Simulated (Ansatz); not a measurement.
**Spin–orbit splittings in Yb**

```xyz
1
Lattice="0.0000 2.7431 2.7431 2.7431 0.0000 2.7431 2.7431 2.7431 0.0000" Properties=species:S:1:pos:R:3 pbc="T T T"
Yb    0.0000    0.0000    0.0000
```

The cell is COD entry 9010997, as deposited and not checked against the literature; nothing was relaxed.

Where the f shell is localised, expect the real compound to differ from this run without U.

All numbers are computed: DFT, PBE, all-electron LAPW, scalar-relativistic (Ansatz 0.2.0); DFT, PBE, all-electron LAPW, Dirac equation with spin-orbit coupling (Ansatz 0.2.0).

Settings: a Γ-centred 12×12×12 k mesh, Fermi–Dirac smearing of 0.05 eV, basis error target 0.25 meV/atom, no spin polarisation.

Levels between -4 and 2 eV, each run counted from its own valence-band top where it has a gap, else its Fermi level. Scalar levels are listed once for both spins; with the coupling every spinor state is counted. Levels near the edges of the range can cross them.

(1) At Γ (0.000, 0.000, 0.000) the scalar-relativistic levels are -0.45, -0.37 (×3), -0.30 (×3). What are they with spin–orbit coupling?

(2) At L (0.500, 0.500, 0.500) the scalar-relativistic levels are -1.72, -0.43, -0.41, -0.38 (×2), -0.31 (×2), -0.30, 0.13. What are they with spin–orbit coupling?

(3) At W (0.500, 0.250, 0.750) the scalar-relativistic levels are -0.42, -0.40, -0.38 (×2), -0.36 (×2), -0.33, 0.08, 0.72 (×2). What are they with spin–orbit coupling?

Results:

(1) -1.57 (×2), -1.56 (×4), -0.26 (×2), -0.25 (×2), -0.20 (×4).

(2) -1.78 (×2), -1.57 (×2), -1.56 (×2), -1.56 (×2), -0.32 (×2), -0.25 (×2), -0.22 (×2), -0.20 (×2), 0.07 (×2).

(3) -1.57 (×2), -1.57 (×4), -0.30 (×2), -0.27 (×2), -0.25 (×2), -0.23 (×2), 0.00 (×2), 0.54 (×2), 0.74 (×2).
